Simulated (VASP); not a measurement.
Crystal: BeTe.

```
Be Te
1.0
     3.83021    0.00000    0.00000
    -1.91511    3.31706    0.00000
     0.00000    0.00000    6.75115
Be Te
2 2
Cartesian
  0.0000 0.0000 0.0000
  0.0000 0.0000 3.3756
  0.0000 2.2114 1.6878
  1.9151 1.1057 5.0634
```

The cell was built by a generator and needn't be a form met in nature.

| Quantity | Value |
| --- | --- |
| Program | VASP 6.6.1 |
| Task | relaxation of cell and atoms |
| Functional | PBE |
| Potentials or basis | VASP PAW PBE potentials, release 64 (Be, Te) |
| Cutoff | 520 eV |
| k mesh | 5 × 5 × 3 |
| Occupations | gaussian, width 0.15 eV |
| Spin | no spin polarisation |

At the start: pressure -5.5 GPa; volume 21.44 Å³/atom.

Task: Where does the relaxation end?

Result: Over 7 steps the energy falls by 84.0 meV/atom and the volume is 19.32 Å³/atom (-9.9 %); space group P6_3/mmc (No. 194, to 0.05 Å).

The path:
| step | energy change (eV) | largest force (eV/Å) | pressure (GPa) | volume (Å³) |
| --- | --- | --- | --- | --- |
| 1 | 0.0000 | 0.0000 | -5.48 | 85.77 |
| 2 | -0.3123 | 0.0000 | 0.02 | 76.88 |
| 3 | -0.3152 | 0.0000 | 1.39 | 75.78 |
| 4 | -0.3153 | 0.0000 | 1.10 | 76.00 |
| 5 | -0.3319 | 0.0000 | 0.18 | 77.07 |
| 6 | -0.3349 | 0.0000 | -0.43 | 77.78 |
| 7 | -0.3358 | 0.0000 | 0.05 | 77.28 |

Final structure:
```
CELL_PARAMETERS angstrom
3.83815 0.00000 0.00000
-1.91908 3.32394 0.00000
0.00000 0.00000 6.05759
ATOMIC_POSITIONS crystal
Be 0.00000 0.00000 0.00000
Be 0.00000 0.00000 0.50000
Te 0.33333 0.66667 0.25000
Te 0.66667 0.33333 0.75000
```

Caveat: the k mesh is coarse (spacing up to 0.38 Å⁻¹), so the values aren't converged.
